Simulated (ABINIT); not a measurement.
# BN (Qingsongite): G0W0 in ABINIT against the bands in the self-energy, part 2 of 2

Wanted: the cheapest bands in the self-energy that holds the gap of BN (Qingsongite).

ABINIT 10.8.3; PBE and many-body steps on it, plane waves. Known limits of the many-body steps: not at the basis limit.

So far. Step 2 (Screening, 8×8×8 mesh, 218 bands, screening to 435.4 eV): Local fields lower ε∞ by 8 %.

### 5. 58 bands

Level of this step: G0W0 on PBE, plane waves, norm-conserving pseudopotentials (ABINIT).

The self-energy is evaluated for the states that the input lists, and the levels follow from it, in one-shot runs by the linearised quasiparticle equation.

run.abi reads:

```
acell 3*1.0 Angstrom
rprim 
  -0.000000000000 1.807500000000 1.807500000000
  1.807500000000 0.000000000000 1.807500000000
  1.807500000000 1.807500000000 -0.000000000000
ntypat 2
znucl 5 7
natom 2
typat 1 2
xred 
  0.000000000000 0.000000000000 0.000000000000
  0.250000000000 0.250000000000 0.250000000000
pp_dirpath "pseudos"
pseudos "B.upf, N.upf"
ecut 36
ngkpt 8 8 8
nshiftk 1
shiftk 0 0 0
kptopt 1
chksymbreak 0
istwfk *1
occopt 1
irdwfk 1
optdriver 4
nband 58
gwcalctyp 0
ecutsigx 36
symsigma 1
nkptgw 2
kptgw 
  0.0000000000 0.0000000000 0.0000000000
  0.5000000000 0.5000000000 0.0000000000
bdgw 
  2 7
  3 6
ecuteps 16
irdscr 1
ppmodel 1
indata_prefix "in"
outdata_prefix "out"
tmpdata_prefix "tmp"
```

Run with:

```bash
$ OMP_NUM_THREADS=1 mpirun -n 8 abinit run.abi > log
```

The log of the run:

```text
.Version 10.8.3 of ABINIT. v10.8.2 released Aug 2026.

 Symmetries : space group F-4 3 m (#216); Bravais cF (face-center cubic)
[... echo of the input left out ...]
== DATASET  1 ==================================================================
-   mpi_nproc: 8, omp_nthreads: 1 (-1 if OMP is not activated)

--- !DatasetInfo
iteration_state: {dtset: 1, }
dimensions: {natom: 2, nkpt: 29, mband: 58, nsppol: 1, nspinor: 1, nspden: 1, mpw: 869, }
cutoff_energies: {ecut:  36.0, pawecutdg:  -1.0, }
[...]
Band     E0 <VxcDFT>   SigX SigC(E0)      Z dSigC/dE  Sig(E)    E-E0       E
[...]
5  12.755 -12.570  -7.394  -4.479   0.854  -0.171 -11.975   0.595  13.351
        6  17.562 -12.696  -6.779  -5.058   0.851  -0.175 -11.965   0.731  18.293

== END DATASET(S) ==============================================================
================================================================================

 -outvars: echo values of variables after computation  --------
           etotal      0.0000000000E+00
            nband          58
             nkpt          29
          spgroup         216
 [... the other variables as echoed above ...]

 Calculation completed.
```

Run time: 16 s. Hardware: 8 MPI ranks of AMD EPYC 7R43, shared host; peak memory 2.1 GiB; 2.1 min of CPU time.

Numbers from this step:

```
G0W0 gap on the points computed              : 6.027 eV
starting gap on the mesh                     : 4.535 eV
k of the valence top                         : 0, 0, 0
k of the conduction bottom                   : 0.5, 0.5, 0
least direct G0W0 gap on the computed points : 10.96 eV
```

The gap on the mesh goes from 4.53 eV to 6.03 eV, a correction of +1.49 eV.

### 6. 129 bands

run.abi, as its differences from that of step 5:

```diff
@@ -24,3 +24,3 @@
 optdriver 4
-nband 58
+nband 129
 gwcalctyp 0
```

The log of the run:

```text
.Version 10.8.3 of ABINIT. v10.8.2 released Aug 2026.

 Symmetries : space group F-4 3 m (#216); Bravais cF (face-center cubic)
[... echo of the input left out ...]
== DATASET  1 ==================================================================
-   mpi_nproc: 8, omp_nthreads: 1 (-1 if OMP is not activated)

--- !DatasetInfo
iteration_state: {dtset: 1, }
dimensions: {natom: 2, nkpt: 29, mband: 129, nsppol: 1, nspinor: 1, nspden: 1, mpw: 869, }
cutoff_energies: {ecut:  36.0, pawecutdg:  -1.0, }
[...]
Band     E0 <VxcDFT>   SigX SigC(E0)      Z dSigC/dE  Sig(E)    E-E0       E
[...]
5  12.755 -12.570  -7.394  -4.573   0.854  -0.171 -12.056   0.514  13.269
        6  17.562 -12.696  -6.779  -5.160   0.850  -0.176 -12.052   0.644  18.206

== END DATASET(S) ==============================================================
================================================================================

 -outvars: echo values of variables after computation  --------
           etotal      0.0000000000E+00
            nband         129
             nkpt          29
          spgroup         216
 [... the other variables as echoed above ...]

 Calculation completed.
```

The job ended after 30 s (8 MPI ranks; peak memory 2.5 GiB; 4 min of CPU time).

This step gave:

* G0W0 gap on the points computed: 6.109 eV
* starting gap on the mesh: 4.535 eV
* k of the valence top: 0, 0, 0
* k of the conduction bottom: 0.5, 0.5, 0
* least direct G0W0 gap on the computed points: 11.02 eV

Against the run before, the gap moves by +0.082 eV.

### 7. 218 bands

run.abi, as its differences from that of step 6:

```diff
@@ -24,3 +24,3 @@
 optdriver 4
-nband 129
+nband 218
 gwcalctyp 0
```

The log of the run:

```text
.Version 10.8.3 of ABINIT. v10.8.2 released Aug 2026.

 Symmetries : space group F-4 3 m (#216); Bravais cF (face-center cubic)
[... echo of the input left out ...]
== DATASET  1 ==================================================================
-   mpi_nproc: 8, omp_nthreads: 1 (-1 if OMP is not activated)

--- !DatasetInfo
iteration_state: {dtset: 1, }
dimensions: {natom: 2, nkpt: 29, mband: 218, nsppol: 1, nspinor: 1, nspden: 1, mpw: 869, }
cutoff_energies: {ecut:  36.0, pawecutdg:  -1.0, }
[...]
Band     E0 <VxcDFT>   SigX SigC(E0)      Z dSigC/dE  Sig(E)    E-E0       E
[...]
5  12.755 -12.570  -7.394  -4.595   0.854  -0.171 -12.074   0.496  13.251
        6  17.562 -12.696  -6.779  -5.183   0.850  -0.176 -12.071   0.624  18.186

== END DATASET(S) ==============================================================
================================================================================

 -outvars: echo values of variables after computation  --------
           etotal      0.0000000000E+00
            nband         218
             nkpt          29
          spgroup         216
 [... the other variables as echoed above ...]

 Calculation completed.
```

Elapsed: 48 s, on 8 MPI ranks; peak memory 3.1 GiB; 6.4 min of CPU time.

This step gave:

| Item | Value |
| --- | --- |
| G0W0 gap on the points computed | 6.134 eV |
| starting gap on the mesh | 4.535 eV |
| k of the valence top | 0, 0, 0 |
| k of the conduction bottom | 0.5, 0.5, 0 |
| least direct G0W0 gap on the computed points | 11.04 eV |

Against the run before, the gap moves by +0.025 eV.

### 8. The runs together

Times are wall times on 8 MPI ranks of AMD EPYC 7R43, shared host, good to a factor of about two. A run's time includes the screening step that it read.

| run | mesh | bands | screening cutoff (eV) | DFT gap (eV) | gap on the mesh (eV) | direct (eV) | ε∞ used | time |
| --- | --- | --- | --- | --- | --- | --- | --- | --- |
| 12 bands | 8×8×8 | 12 | 435.4 | 4.535 | 5.755 | 10.929 | 4.31 | 4.7 min |
| 23 bands | 8×8×8 | 23 | 435.4 | 4.535 | 5.863 | 10.887 | 4.31 | 4.7 min |
| 58 bands | 8×8×8 | 58 | 435.4 | 4.535 | 6.027 | 10.958 | 4.31 | 4.8 min |
| 129 bands | 8×8×8 | 129 | 435.4 | 4.535 | 6.109 | 11.019 | 4.31 | 5.1 min |
| 218 bands | 8×8×8 | 218 | 435.4 | 4.535 | 6.134 | 11.038 | 4.31 | 5.3 min |

### 9. Outcome

| Quantity | Value |
| --- | --- |
| 12 bands | 5.755 eV |
| 23 bands | 5.863 eV |
| 58 bands | 6.027 eV |
| 129 bands | 6.109 eV |
| 218 bands | 6.134 eV |
| known limits | not at the basis limit |

In words: The setting moved: bands in the self-energy. From 12 bands to 218 bands the gap moves by +0.38 eV. The last step still moves it by +0.025 eV. Bands and screening cutoff are coupled, so a series along one setting does not show full convergence. Bands and cutoff are finite, so the gap is not at the basis limit. The miss can reach some tenths of an eV and take either sign; the mesh is an error of its own. In the G0W0 runs levels were corrected at 2 k points alone, so a gap called «on the mesh» is the least over those, and an edge elsewhere would be missed.

[Paths, hosts, dates, memory and timing lines, banners, echoed tables and standing remarks are left out of the program output.]

[Logs are printed without paths, hosts, clocks, repeated set-up lines and the standing remarks that a program may print on its own settings, such as how far it seeks lower states.]

[Runs of the session that timed out or met a known fault of the program may be left out.]

[Hosts, paths, dates, database ids (printed as entryN), source tags and the programs' standing remarks are cut or masked in the printed files.]

[G0W0 gaps are taken among the corrected bands and points alone; a level outside them can change the order at an edge.]

[Where Ansatz stands beside ABINIT at settings called matched, ABINIT's density can come from a denser mesh and the files from another edition; pairs whose starting gaps differed by over 0.03 eV were left out, so agreement reads better than it is.]
